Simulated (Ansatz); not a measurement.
Crystal: MnS.

```
Mn S
1.0
     0.00000    2.60450    2.60450
     2.60450    0.00000    2.60450
     2.60450    2.60450    0.00000
Mn S
1 1
Direct
  0.00000 0.00000 0.00000
  0.50000 0.50000 0.50000
```

Base run:

- Program: Ansatz 0.2.0
- Functional: PBEsol
- Potentials or basis: Ansatz PAW
- Cutoff: 420 eV (not typed: the program's choice for these potentials)
- k mesh: 9 × 9 × 9
- Occupations: fermi-dirac, width 0.05 eV
- Spin: collinear spin, ferromagnetic start
- Starting moments: [4.0, 0.0] μB

Its results: band gap on the k mesh none (metal or under the smearing width); pressure -7.3 GPa; net moment 4.68 μB per cell; site moments Mn +4.18; S +0.14 μB.

Q: The run is repeated on the same cell with these changes: hubbard terms from none to Mn d U = 8 eV; hubbard projectors from none to ortho-atomic (the default). What comes out?

A: Band gap on the k mesh 1.13 eV, indirect (least direct gap 3.01 eV); pressure 4.9 GPa; net moment 5.00 μB per cell; site moments Mn +4.58; S +0.04 μB.

The U term pushes filled and empty states of the shell apart.

Caveats: a cell with one magnetic atom can't hold antiferromagnetic order, which such compounds often take; the PAW data sets come from PBE, with cores solved anew for the run's functional, which leaves a small shift of forces and pressure; semilocal functionals often make such compounds metallic where correlation or magnetic order opens a gap, which also shifts bond lengths (some runs); the magnetic or orbital state may not be the lowest (some runs); odd divisions of the mesh miss points on the zone boundary, where band edges often lie, so the gap on the mesh can be too wide (some runs).

A k mesh can miss the band edges.
